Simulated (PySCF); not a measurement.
Screening by computed properties: pick the candidate that meets the target.

All species are isolated and taken at one optimised geometry, non-relativistic unless stated; the electronic structure was computed with PySCF and density fitting.

Dipoles, sizes and rotational constants follow the conformer. The torsions of the flexible species, by atom-mapped SMILES:
- `[OH:1][c:2]1[cH:3][cH:4][c:5]2[c:6]([cH:7]1)[CH2:8]2`: H–O1–C2–C3 180°
- `[CH2:1]=[C:2]([CH3:3])[Si@:4]([CH3:5])([F:6])[Cl:7]`: C1–C2–Si4–C5 119°
- `[CH:1]#[C:2][SiH2:3][CH2:4][SiH2:5][F:6]`: C2–Si3–C4–Si5 -64°, Si3–C4–Si5–F6 -56°
- `[CH3:1][S:2][c:3]1[p:4][cH:5][cH:6][cH:7][p:8]1`: C1–S2–C3–P4 93°
- `[O:1]=[CH:2][c:3]1[cH:4][cH:5][cH:6][cH:7][cH:8]1`: O1–C2–C3–C4 180°

**Question.** Wanted: dipole moment below 2.3 D (wB97X-D/def2-SVPD) and HOMO–LUMO gap above 10.5 eV (wB97X-D/def2-SVPD), at GFN2-xTB geometries. Which candidate meets both?
A. `O=C1O[SiH2]OC1=O`
B. `Oc1ccc2c(c1)C2`
C. `C=C(C)[Si@](C)(F)Cl`
D. `CSc1pcccp1`
E. `C#C[SiH2]C[SiH2]F`

**Answer.** E. Computed values:
| species | dipole moment | HOMO–LUMO gap |
| --- | --- | --- |
| Oc1ccc2c(c1)C2 | 1.37 D | 9.29 eV |
| C#C[SiH2]C[SiH2]F | 2.01 D | 11.68 eV |
| C=C(C)[Si@](C)(F)Cl | 2.50 D | 11.04 eV |
| CSc1pcccp1 | 2.66 D | 7.85 eV |
| O=C1O[SiH2]OC1=O | 5.73 D | 10.03 eV |

**Question.** Wanted: lowest singlet excitation above 4.7 eV (TDDFT wB97X-D/def2-SVPD) and static isotropic polarisability below 84 au (wB97X-D/def2-SVPD), at GFN2-xTB geometries. Which candidate meets both?
A. `CSc1pcccp1`
B. `C=C(C)[Si@](C)(F)Cl`
C. `OC1=CC2=C(C=C1)C2`
D. `O=C1O[SiH2]OC1=O`
E. `O=CC1=CC=CC=C1`

**Answer.** C. Computed values:
| species | lowest singlet excitation | static isotropic polarisability |
| --- | --- | --- |
| CSc1pcccp1 | 3.64 eV | 127.8 au |
| O=CC1=CC=CC=C1 | 3.88 eV | 83.0 au |
| O=C1O[SiH2]OC1=O | 4.38 eV | 54.6 au |
| OC1=CC2=C(C=C1)C2 | 4.93 eV | 81.3 au |
| C=C(C)[Si@](C)(F)Cl | 6.80 eV | 84.8 au |

**Question.** Wanted: lowest triplet excitation (Tamm–Dancoff) below 3.6 eV (TDA wB97X-D/def2-SVPD) and electronic spatial extent ⟨r²⟩ about the centre of nuclear charge below 1140 bohr² (wB97X-D/def2-SVPD), at GFN2-xTB geometries. Which candidate meets both?
A. `C=C(C)[Si@](C)(F)Cl`
B. `[SiH2](F)C[SiH2]C#C`
C. `OC1=CC2=C(C=C1)C2`
D. `O=C1O[SiH2]OC1=O`
E. `O=CC1=CC=CC=C1`
F. `CSc1pcccp1`

**Answer.** E. Computed values:
```csv
species,lowest triplet excitation (Tamm–Dancoff),electronic spatial extent ⟨r²⟩ about the centre of nuclear charge
CSc1pcccp1,2.97 eV,1540 bohr²
O=CC1=CC=CC=C1,3.40 eV,927 bohr²
O=C1O[SiH2]OC1=O,3.85 eV,732 bohr²
OC1=CC2=C(C=C1)C2,3.99 eV,854 bohr²
C=C(C)[Si@](C)(F)Cl,4.36 eV,1167 bohr²
[SiH2](F)C[SiH2]C#C,5.18 eV,1105 bohr²
```

**Question.** Wanted: smallest rotational constant above 1.16 GHz (GFN2-xTB) and HOMO energy above -9 eV (wB97X-D/def2-SVPD), at GFN2-xTB geometries. Which candidate meets both?
A. `O=Cc1ccccc1`
B. `Oc1ccc2c(c1)C2`
C. `C#C[SiH2]C[SiH2]F`
D. `CSc1pcccp1`
E. `O=C1O[SiH2]OC1=O`

**Answer.** B. Computed values:
```csv
species,smallest rotational constant,HOMO energy
CSc1pcccp1,0.747 GHz,-8.42 eV
C#C[SiH2]C[SiH2]F,1.099 GHz,-10.15 eV
O=Cc1ccccc1,1.218 GHz,-9.56 eV
Oc1ccc2c(c1)C2,1.359 GHz,-8.01 eV
O=C1O[SiH2]OC1=O,1.520 GHz,-10.50 eV
```
